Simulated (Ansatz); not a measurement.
C4H8 (`C=CCC`) at its PBE0-D4/def2-TZVP geometry, where that method's forces vanish. The species carries charge 0 and has multiplicity 1.

| atom | x (Å) | y (Å) | z (Å) |
| --- | --- | --- | --- |
| C1 | -0.1705 | 1.8544 | 0.7087 |
| C2 | -0.5739 | 0.7761 | 0.0520 |
| C3 | -0.1613 | -0.6246 | 0.3591 |
| C4 | 0.5435 | -1.2948 | -0.8151 |
| H5 | 0.5066 | 1.7800 | 1.5546 |
| H6 | -0.5014 | 2.8481 | 0.4300 |
| H7 | -1.2503 | 0.8969 | -0.7939 |
| H8 | 0.4868 | -0.6291 | 1.2407 |
| H9 | -1.0510 | -1.2107 | 0.6205 |
| H10 | -0.0945 | -1.3051 | -1.7028 |
| H11 | 1.4615 | -0.7621 | -1.0736 |
| H12 | 0.8045 | -2.3291 | -0.5802 |

For each bond, give half the difference of the two atoms' forces along it (eV/Å; positive pushes the atoms apart) under PBE-D4, r2SCAN-D4, B3LYP-D4, ωB97M-V in def2-TZVPP. (Estimate.)

Ansatz gave: 
```json
{"bond": "C1–C2", "length (Å)": "1.325", "PBE-D4": "0.36", "r2SCAN-D4": "0.17", "B3LYP-D4": "0.07", "ωB97M-V": "-0.04"}
{"bond": "C1–H5", "length (Å)": "1.086", "PBE-D4": "0.03", "r2SCAN-D4": "-0.06", "B3LYP-D4": "-0.07", "ωB97M-V": "-0.05"}
{"bond": "C1–H6", "length (Å)": "1.084", "PBE-D4": "0.01", "r2SCAN-D4": "-0.07", "B3LYP-D4": "-0.08", "ωB97M-V": "-0.05"}
{"bond": "C2–C3", "length (Å)": "1.492", "PBE-D4": "-0.14", "r2SCAN-D4": "0.00", "B3LYP-D4": "0.12", "ωB97M-V": "0.23"}
{"bond": "C2–H7", "length (Å)": "1.090", "PBE-D4": "0.05", "r2SCAN-D4": "-0.05", "B3LYP-D4": "-0.11", "ωB97M-V": "-0.11"}
{"bond": "C3–C4", "length (Å)": "1.525", "PBE-D4": "0.03", "r2SCAN-D4": "0.14", "B3LYP-D4": "0.19", "ωB97M-V": "0.15"}
{"bond": "C3–H8", "length (Å)": "1.094", "PBE-D4": "0.12", "r2SCAN-D4": "-0.04", "B3LYP-D4": "-0.09", "ωB97M-V": "-0.12"}
{"bond": "C3–H9", "length (Å)": "1.097", "PBE-D4": "0.12", "r2SCAN-D4": "-0.03", "B3LYP-D4": "-0.09", "ωB97M-V": "-0.14"}
{"bond": "C4–H10", "length (Å)": "1.093", "PBE-D4": "0.10", "r2SCAN-D4": "-0.04", "B3LYP-D4": "-0.06", "ωB97M-V": "-0.07"}
{"bond": "C4–H11", "length (Å)": "1.092", "PBE-D4": "0.11", "r2SCAN-D4": "-0.03", "B3LYP-D4": "-0.06", "ωB97M-V": "-0.07"}
{"bond": "C4–H12", "length (Å)": "1.092", "PBE-D4": "0.09", "r2SCAN-D4": "-0.04", "B3LYP-D4": "-0.07", "ωB97M-V": "-0.08"}
```

B3LYP here is the variant with VWN-RPA as its local correlation; programs differ in this.
